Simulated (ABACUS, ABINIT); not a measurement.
This is a calculation of V for ABACUS 3.10.1 (ASE script). 

Contents of run_abacus.py:

```python
"""ABACUS run from a structure file: ASE reads it, the script writes STRU, KPT and INPUT."""
import re
import subprocess
from ase.io import read
from ase.units import Bohr

atoms = read("POSCAR")
atoms = atoms[(-atoms.numbers).argsort(kind="stable")]  # ABACUS lists atoms element by element
pseudo = {'V': 'V.upf'}
orbital = {}
magmoms = [2.0]
kmesh = [10, 10, 10]
params = {
    'suffix': 'V',
    'calculation': 'scf',
    'basis_type': 'pw',
    'pseudo_dir': './',
    'symmetry': 1,
    'dft_functional': 'pbe',
    'ecutwfc': 84,
    'pseudo_rcut': 10,
    'nspin': 2,
    'nbands': 18,
    'ks_solver': 'dav',
    'smearing_method': 'fd',
    'smearing_sigma': 0.00367493,
    'scf_thr': 1e-08,
    'scf_nmax': 100,
    'mixing_type': 'broyden',
    'mixing_beta': 0.4,
    'cal_force': 1,
    'cal_stress': 1,
    'out_chg': 1,
    'kpar': 4,
}

symbols = atoms.get_chemical_symbols()
elements = list(dict.fromkeys(symbols))
lines = ["ATOMIC_SPECIES"] + [f"{e} {atoms.get_masses()[symbols.index(e)]:.4f} {pseudo[e]}" for e in elements]
if orbital:
    lines += ["", "NUMERICAL_ORBITAL"] + [orbital[e] for e in elements]
lines += ["", "LATTICE_CONSTANT", f"{1 / Bohr:.10f}", "", "LATTICE_VECTORS"]
lines += [" ".join(f"{x:.10f}" for x in v) for v in atoms.cell]
lines += ["", "ATOMIC_POSITIONS", "Direct"]
for e in elements:
    lines += ["", e, "0.0", str(symbols.count(e))]
    for i, p in enumerate(atoms.get_scaled_positions(wrap=False)):
        if symbols[i] == e:
            mag = "" if magmoms is None else " mag " + " ".join(str(x) for x in (magmoms[i] if isinstance(magmoms[i], list) else [magmoms[i]]))
            lines.append(" ".join(f"{x:.10f}" for x in p) + " 1 1 1" + mag)
open("STRU", "w").write("\n".join(lines) + "\n")
open("KPT", "w").write("K_POINTS\n0\nGamma\n%d %d %d 0 0 0\n" % tuple(kmesh))
open("INPUT", "w").write("INPUT_PARAMETERS\n" + "".join(f"{k:<20s}{v}\n" for k, v in params.items()))

done = subprocess.run(['mpirun', '-np', '4', 'abacus'])
if done.returncode:
    raise SystemExit(done.returncode)
log = open("OUT.V/running_scf.log").read()
print("final energy (eV):", re.findall(r"FINAL_ETOT_IS (\S+)", log))
```

Contents of POSCAR:

```
V
1.0
   -1.5143500000      1.5143500000      1.5143500000
    1.5143500000     -1.5143500000      1.5143500000
    1.5143500000      1.5143500000     -1.5143500000
V
1
Direct
    0.0000000000      0.0000000000      0.0000000000
```

Potentials or basis: PseudoDojo NC SR 0.5 PBE stringent, plane waves.

Launch:

```bash
$ OMP_NUM_THREADS=1 python run_abacus.py > log
```

Task: What does the same run look like in ABINIT 10.8.3 (patched build)? Potentials or basis there: JTH PAW PBE v2.0, cutoff 408 eV.

Result: As run (cutoffs and basis follow the program's own potentials, and thresholds, step limits or extra output files can differ):

The input run.abi:

```
# Pseudopotentials
pp_dirpath "./"
pseudos "V.GGA_PBE-JTH.xml"

# Structure
acell 3*1.0 Angstrom
rprim
    -1.5143500000     1.5143500000     1.5143500000
     1.5143500000    -1.5143500000     1.5143500000
     1.5143500000     1.5143500000    -1.5143500000
ntypat 1
znucl 23
natom 1
typat 1
xred
     0.0000000000     0.0000000000     0.0000000000

# Plane-wave basis
ecut 408.170794 eV
pawecutdg 30.0

# k points
kptopt 1
ngkpt 10 10 10
nshiftk 1
shiftk 0.0 0.0 0.0

# Exchange and correlation
ixc 11

# Bands and occupations
nband 11
occopt 3
tsmear 0.00183747

# Spin
nsppol 2
spinat
     0.0000000000     0.0000000000     2.0000000000

# SCF cycle
nstep 100
tolvrs 1.0e-9

# Output
iomode 3
prtwf 0
prteig 0
prtebands 0
prtden 1
prtvha 1
prtvclmb 1
prtpot 1
```

Potentials or basis: JTH PAW PBE v2.0.

Launch:

```sh
$ abinit run.abi > log 2>&1
```

Both were run:

|  | ABACUS | ABINIT |
| --- | --- | --- |
| Pressure | -4.6 GPa | -4.2 GPa |
| Net moment | 0.00 μB per cell | 0.00 μB per cell |

The magnetic state is the one that the start led to; the real crystal's order can differ.

Pressure is positive in compression.
